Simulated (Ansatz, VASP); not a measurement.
# GaN: VASP beside Ansatz

```
CELL_PARAMETERS angstrom
0.00000 2.21574 2.21574
2.21574 0.00000 2.21574
2.21574 2.21574 0.00000
ATOMIC_POSITIONS crystal
Ga 0.00000 0.00000 0.00000
N 0.75000 0.75000 0.75000
```

Alike in both runs: functional PBE; k mesh 10 × 10 × 10; no spin polarisation.

Ansatz relaxed the structure, and its values are those at the end. VASP's run is a single point on that final structure, the one shown.

|  | VASP | Ansatz |
| --- | --- | --- |
| version | VASP 6.6.1 | Ansatz 0.2.0 |
| potentials or method | VASP PAW PBE potentials, release 64 (Ga_d, N) | scalar-relativistic, plane waves, PAW |
| plane-wave cutoff (eV) | 520 | 420 |
| occupations | gaussian, width 0.01 eV | fixed |
| valence electrons in the cell | 18 | 18 |

Ansatz gave:

* gap on the k mesh at the Fermi level (eV): 2.04
* least direct gap on the mesh (eV): 2.04
* pressure (GPa): 16.0

Estimate VASP's values.

gap on the k mesh at the Fermi level (eV): 2.05; least direct gap on the mesh (eV): 2.05; pressure (GPa): 16.0.

Caveats: so large a pressure means that the cell lies far from this level's equilibrium, or that cutoff or potentials fall short (VASP). As with any semilocal functional, this PBE gap is likely too small.
